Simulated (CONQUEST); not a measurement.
# BAs (F-43m) in CONQUEST: notebook

The runs below take BAs through equation of state, with PBE.

All numbers are computed with CONQUEST 1.3; they aren't measurements. Logs are shortened: lines on timing, memory, paths and dates and some standing lists are left out, and cuts for length are marked.

## 1. The structure

The structure is cubic, space group F-43m (No. 216). Conventional cell: a = 4.777 Å, b = 4.777 Å, c = 4.777 Å, α = 90.00°, β = 90.00°, γ = 90.00°. As (site symmetry -43m) is surrounded by 4 B at 2.07 Å. B (site symmetry -43m) is surrounded by 4 As at 2.07 Å.

## 2. Equation of state, PBE, 12.81 Å³/atom (volume scaled by 0.94)

Conquest_input

```
IO.Title BAs
IO.Coordinates coords.dat
IO.FractionalAtomicCoords T
IO.Iprint 2
IO.Iprint_init 1
General.NumberOfSpecies 2
General.PseudopotentialType hamann
AtomMove.TypeOfRun static
AtomMove.FullStress T
Grid.PointsAlongX 32
Grid.PointsAlongY 32
Grid.PointsAlongZ 48
DM.SolutionMethod diagon
Diag.MPMesh T
Diag.GammaCentred T
Diag.MPMeshX 8
Diag.MPMeshY 8
Diag.MPMeshZ 6
Diag.kT 0.00183747
minE.SCTolerance 1e-6
SC.MaxIters 100
IO.AtomChargeOutput T
%block ChemicalSpeciesLabel
1 74.920 As
2 10.810 B
%endblock
```

coords.dat

```
    6.2529035295     0.0000000000     0.0000000000
    0.0000000000     6.2529035295     0.0000000000
    0.0000000000     0.0000000000     8.8429409749
4
  0.0000000000   0.5000000000   0.2500000000 1 T T T
  0.5000000000   0.0000000000   0.7500000000 1 T T T
  0.0000000000   0.0000000000   0.0000000000 2 T T T
  0.5000000000   0.5000000000   0.5000000000 2 T T T
```

Potentials or basis: PseudoDojo NC PBE, SZ, grid of 32 × 32 × 48 points.

The run is started by

```sh
$ Conquest
```

What it wrote:

```text
Simulation cell dimensions:     6.2529 a0 x     6.2529 a0 x     8.8429 a0

      Atomic coordinates (a0)
         Atom         X         Y         Z  Species
            1    0.0000    3.1265    2.2107        1
            2    3.1265    0.0000    6.6322        1
            3    0.0000    0.0000    0.0000        2
            4    3.1265    3.1265    4.4215        2

         Monkhorst-Pack mesh:   8 x   8 x   6 gamma-centred
        This calculation includes non-local pseudopotentials,
         with a maximum core radius of      6.96235608

    Job title: BAs
    Job to be run: static calculation

[... 5 lines left out ...]
      Using Fermi-Dirac smearing

    Integration grid size:     32 x   32 x   48

    Integration grid spacing:  0.195 a0 x 0.195 a0 x 0.184 a0

    Number of species:  2
    --------------------------------------------------------
    |   #  mass (au)  Charge (e)  SF Rad (a0)  NSF  Label  |
    --------------------------------------------------------
    |   1     74.920      15.000        7.230    9  As     |
    |   2     10.810       3.000        7.035    4  B      |
    --------------------------------------------------------
          SCF tolerance:                 0.00000100
          SCF iterations:               100

    The functional used will be GGA PBE96

           radial cut-off to be used is taken to be max PAO cut-off radius for this species:    6.962356

           greatest ang. mom. for making density from PAOs:  2

           radial cut-off to be used is taken to be max PAO cut-off radius for this species:    6.814252

           greatest ang. mom. for making density from PAOs:  1
    Minimum blocs/proc is      768. Maximum blocs/proc is      768
    set_atom_dens: In set_atomic_density, electrons :      36.000000000000
 matrix_size & matrix_size_padH =           26          26

    Screened ion int: energy:    -165.833863533278 Ha

    new_SC_potl: Starting.  Tolerance:  0.10000E-05

    PulayMixSC: Starting Pulay mixing, A_up =  0.500 A_dn =  0.500
    PulayMixSC: Spin non-polarised calculation.
          Harris-Foulkes Energy            :      -217.918174198199210 Ha
          (TS=0 as O(N) or entropic contribution is negligible)
          DFT Total Energy                 :      -217.849286690854569 Ha
          Total number of electrons        :        35.999999999999631
    PulayMixSC: Pulay iteration     1 residual:              0.32930E-02
          Harris-Foulkes Energy            :      -217.887199085495809 Ha
          (TS=0 as O(N) or entropic contribution is negligible)
          DFT Total Energy                 :      -217.886692440273947 Ha
          Total number of electrons        :        36.000000052571203
    PulayMixSC: Pulay iteration     2 residual:              0.79336E-03
          Harris-Foulkes Energy            :      -217.886989754563558 Ha
          (TS=0 as O(N) or entropic contribution is negligible)
          DFT Total Energy                 :      -217.887018168168225 Ha
          Total number of electrons        :        36.000000132267772
    PulayMixSC: Pulay iteration     3 residual:              0.37173E-03
          Harris-Foulkes Energy            :      -217.887019148941363 Ha
          (TS=0 as O(N) or entropic contribution is negligible)
          DFT Total Energy                 :      -217.887019113723426 Ha
          Total number of electrons        :        36.000000225181871
    PulayMixSC: Pulay iteration     4 residual:              0.30351E-05
          Harris-Foulkes Energy            :      -217.887019119524780 Ha
          (TS=0 as O(N) or entropic contribution is negligible)
          DFT Total Energy                 :      -217.887019117666540 Ha
          Total number of electrons        :        36.000000243091016
    PulayMixSC: Pulay iteration     5 residual:              0.98977E-06
    PulayMixSC: Reached SCF tolerance of  0.98977E-06 after      5 iterations
      | Number of electrons      =        36.000000
      |* band energy as 2Tr[K.H] =       -37.884885015806674 Ha
      |  screened ion-ion energy =      -165.833863533277906 Ha
      |  Ha correction           =         0.793062397002525 Ha
      |  XC correction           =       -14.961324260518683 Ha
      |* Harris-Foulkes energy   =      -217.887019119524780 Ha
      |* DFT total energy        =      -217.887019117666540 Ha
      |  estimated accuracy      =        -0.000000001858240 Ha

    force: Forces on atoms (Ha/a0)
    force:  Atom   X              Y              Z
    force:     1  -0.0000000000   0.0000000000   0.0000000000
    force:     2   0.0000000000  -0.0000000000   0.0000000000
    force:     3   0.0000000000   0.0000000000  -0.0000000000
    force:     4  -0.0000000000   0.0000000000   0.0000000000

    force: Maximum force :        0.00000000(Ha/a0) on atom         1 in z direction
    force: Force Residual:        0.00000000 Ha/a0
    force: Total stress:        -24.32609799     0.00000000     0.00000000 GPa
                             0.00000000   -24.32609799     0.00000000
                             0.00000000     0.00000000   -24.02878560
    force: Average pressure:     24.22699386 GPa

    force: Finished force
    get_E_and_F: Change in energy during last step of electronic optimisation:  0.29417E-07

    BIBLIOGRAPHY: Please consider citing the following references in the conquest.bib file

    CONQUEST:         Bowler2002pt, Miyazaki2004, Nakata2020
    Basis:            Bowler2019
    DM:               Bowler:2006xr
    Pseudopotentials: Hamann2013, Bowler2019
    XC functional:    Perdew1996
```

Wall time 18 s (1 thread of AMD EPYC 7B13 (Zen 3), shared host); peak memory 0.25 GiB.

Results:

```yaml
Free_energy: -5929.0078 eV
Pressure: 24.2 GPa
Band_gap_on_the_k_mesh: 3.11 eV
Mulliken_charges: As +0.48; B -0.48 e
```

Caveat: the atomic basis is small; Mulliken charges move with the basis; the basis of atomic orbitals isn't converged, which shifts pressures, moduli and gaps; the real-space grid breaks the cell's symmetry a little.

## 3. Equation of state, PBE, 13.08 Å³/atom (volume scaled by 0.96)

Conquest_input is that of step 2.

coords.dat

```
    6.2969395124     0.0000000000     0.0000000000
    0.0000000000     6.2969395124     0.0000000000
    0.0000000000     0.0000000000     8.9052172590
4
  0.0000000000   0.5000000000   0.2500000000 1 T T T
  0.5000000000   0.0000000000   0.7500000000 1 T T T
  0.0000000000   0.0000000000   0.0000000000 2 T T T
  0.5000000000   0.5000000000   0.5000000000 2 T T T
```

Potentials or basis: PseudoDojo NC PBE, SZ, grid of 32 × 32 × 48 points.

The run is started by

```sh
$ Conquest
```

Wall time 18 s (1 thread of AMD EPYC 7B13 (Zen 3), shared host); peak memory 0.25 GiB.

The run converged. Its results:

* Free energy: -5929.1577 eV
* Pressure: 19.8 GPa
* Band gap on the k mesh: 3.08 eV
* Mulliken charges: As +0.47; B -0.47 e

Caveat: the atomic basis is small; Mulliken charges move with the basis; the basis of atomic orbitals isn't converged, which shifts pressures, moduli and gaps; the real-space grid breaks the cell's symmetry a little.

## 4. Equation of state, PBE, 13.35 Å³/atom (volume scaled by 0.98)

Conquest_input is that of step 3.

coords.dat

```
    6.3403680538     0.0000000000     0.0000000000
    0.0000000000     6.3403680538     0.0000000000
    0.0000000000     0.0000000000     8.9666344913
4
  0.0000000000   0.5000000000   0.2500000000 1 T T T
  0.5000000000   0.0000000000   0.7500000000 1 T T T
  0.0000000000   0.0000000000   0.0000000000 2 T T T
  0.5000000000   0.5000000000   0.5000000000 2 T T T
```

The run is started by

```sh
$ Conquest
```

Run time: 18 s. Hardware: 1 thread of AMD EPYC 7B13 (Zen 3), shared host; peak memory 0.25 GiB.

The run converged. Its results:

* Free energy: -5929.2791 eV
* Pressure: 15.8 GPa
* Band gap on the k mesh: 3.06 eV
* Mulliken charges: As +0.46; B -0.46 e

Caveat: the atomic basis is small; Mulliken charges move with the basis; the basis of atomic orbitals isn't converged, which shifts pressures, moduli and gaps; the real-space grid breaks the cell's symmetry a little.

## 5. Equation of state, PBE, 13.63 Å³/atom

Conquest_input is that of step 4.

coords.dat

```
    6.3832096780     0.0000000000     0.0000000000
    0.0000000000     6.3832096780     0.0000000000
    0.0000000000     0.0000000000     9.0272216973
4
  0.0000000000   0.5000000000   0.2500000000 1 T T T
  0.5000000000   0.0000000000   0.7500000000 1 T T T
  0.0000000000   0.0000000000   0.0000000000 2 T T T
  0.5000000000   0.5000000000   0.5000000000 2 T T T
```

The run is started by

```sh
$ Conquest
```

Wall time 18 s (1 thread of AMD EPYC 7B13 (Zen 3), shared host); peak memory 0.24 GiB.

Results (log left out):

```yaml
Free_energy: -5929.3743 eV
Pressure: 12.3 GPa
Band_gap_on_the_k_mesh: 3.04 eV
Mulliken_charges: As +0.45; B -0.45 e
```

Caveat: the atomic basis is small; Mulliken charges move with the basis; the basis of atomic orbitals isn't converged, which shifts pressures, moduli and gaps; the real-space grid breaks the cell's symmetry a little.

## 6. Equation of state, PBE, 13.90 Å³/atom (volume scaled by 1.02)

Conquest_input is that of step 5.

coords.dat

```
    6.4254838218     0.0000000000     0.0000000000
    0.0000000000     6.4254838218     0.0000000000
    0.0000000000     0.0000000000     9.0870063648
4
  0.0000000000   0.5000000000   0.2500000000 1 T T T
  0.5000000000   0.0000000000   0.7500000000 1 T T T
  0.0000000000   0.0000000000   0.0000000000 2 T T T
  0.5000000000   0.5000000000   0.5000000000 2 T T T
```

Potentials or basis: PseudoDojo NC PBE, SZ, grid of 32 × 32 × 48 points.

The run is started by

```sh
$ Conquest
```

It took 18 s on 1 thread of AMD EPYC 7B13 (Zen 3), shared host; peak memory 0.23 GiB.

It converged, with:

* Free energy: -5929.4476 eV
* Pressure: 9.3 GPa
* Band gap on the k mesh: 3.02 eV
* Mulliken charges: As +0.44; B -0.44 e

Caveat: the atomic basis is small; Mulliken charges move with the basis; the basis of atomic orbitals isn't converged, which shifts pressures, moduli and gaps; the real-space grid breaks the cell's symmetry a little.

## 7. Equation of state, PBE, 14.17 Å³/atom (volume scaled by 1.04)

Conquest_input is that of step 6.

coords.dat

```
    6.4672089119     0.0000000000     0.0000000000
    0.0000000000     6.4672089119     0.0000000000
    0.0000000000     0.0000000000     9.1460145529
4
  0.0000000000   0.5000000000   0.2500000000 1 T T T
  0.5000000000   0.0000000000   0.7500000000 1 T T T
  0.0000000000   0.0000000000   0.0000000000 2 T T T
  0.5000000000   0.5000000000   0.5000000000 2 T T T
```

The run is started by

```sh
$ Conquest
```

Run time: 17 s. Hardware: 1 thread of AMD EPYC 7B13 (Zen 3), shared host; peak memory 0.24 GiB.

The run converged. Its results:

```
Free energy            : -5929.5006 eV
Pressure               : 6.2 GPa
Band gap on the k mesh : 2.99 eV
Mulliken charges       : As +0.43; B -0.43 e
```

Caveat: the atomic basis is small; Mulliken charges move with the basis; the basis of atomic orbitals isn't converged, which shifts pressures, moduli and gaps; the real-space grid breaks the cell's symmetry a little.

## 8. Equation of state, PBE, 14.44 Å³/atom (volume scaled by 1.06)

Conquest_input is that of step 7.

coords.dat

```
    6.5084024358     0.0000000000     0.0000000000
    0.0000000000     6.5084024358     0.0000000000
    0.0000000000     0.0000000000     9.2042709934
4
  0.0000000000   0.5000000000   0.2500000000 1 T T T
  0.5000000000   0.0000000000   0.7500000000 1 T T T
  0.0000000000   0.0000000000   0.0000000000 2 T T T
  0.5000000000   0.5000000000   0.5000000000 2 T T T
```

The run is started by

```sh
$ Conquest
```

Run time: 18 s. Hardware: 1 thread of AMD EPYC 7B13 (Zen 3), shared host; peak memory 0.23 GiB.

It converged, with:

- Free energy: -5929.5339 eV
- Pressure: 3.6 GPa
- Band gap on the k mesh: 2.97 eV
- Mulliken charges: As +0.41; B -0.41 e

Caveat: the atomic basis is small; Mulliken charges move with the basis; the basis of atomic orbitals isn't converged, which shifts pressures, moduli and gaps; the real-space grid breaks the cell's symmetry a little.

## 9. Equation of state, PBE

Potentials or basis: PseudoDojo NC PBE, SZ, grid of 32 × 32 × 48 points.

This step only gathers the single runs of the series.

What came out:

```yaml
Equilibrium_volume: "14.90 Å³/atom (rough: see the caveat)"
Bulk_modulus: 112 GPa (rough)
```

Energy against volume, from the lowest point:
```
volume (Å³/atom)  energy (meV/atom)
          12.809             131.52
          13.081              94.05
          13.354              63.71
          13.626              39.91
          13.899              21.58
          14.171               8.34
          14.444               0.00
```

Caveat: the minimum lies outside the volumes run; the atomic basis is small; the basis of atomic orbitals isn't converged, which shifts pressures, moduli and gaps.

## 10. For comparison

An earlier run on the cell as given: functional PBE; potentials or basis PseudoDojo NC PBE, DZP, grid cutoff 120 Ha; k mesh 8 × 8 × 6; occupations fermi-dirac, width 0.05 eV; no spin polarisation.

* Pressure: 5.3 GPa
* Band gap on the k mesh: 1.22 eV
* Mulliken charges: As +0.23; B -0.23 e
